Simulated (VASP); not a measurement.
Given:

```xyz
2
Lattice="0.0000 3.0091 3.0091 3.0091 0.0000 3.0091 3.0091 3.0091 0.0000" Properties=species:S:1:pos:R:3 pbc="T T T"
Na     0.0000     0.0000     0.0000
Br     3.0091     3.0091     3.0091
```

These are PBE GGA, VASP's PBE PAW potentials (set 64) (plane waves; VASP 6.6.1) values and carry that method's errors. Run with 400 eV cut-off, 7×7×7 Γ-centred mesh, Gaussian smearing of 0.050 eV, potentials Na_pv Br.

**Question.** Predict the energy per atom (σ→0), band gap (on the k-mesh) with the smallest direct gap where there is one.

**Answer.** 
```
Quantity                                     Result
-----------------------------------  --------------
band gap (on the k-mesh)                    4.09 eV
smallest direct gap (on the k-mesh)         4.09 eV
energy per atom (σ→0)                -3.060 eV/atom
```

Total energies compare only between runs with the same potentials, cut-off and functional.

The compound is NaBr in the rock salt structure. It was relaxed first. The start is the result of an earlier pass.
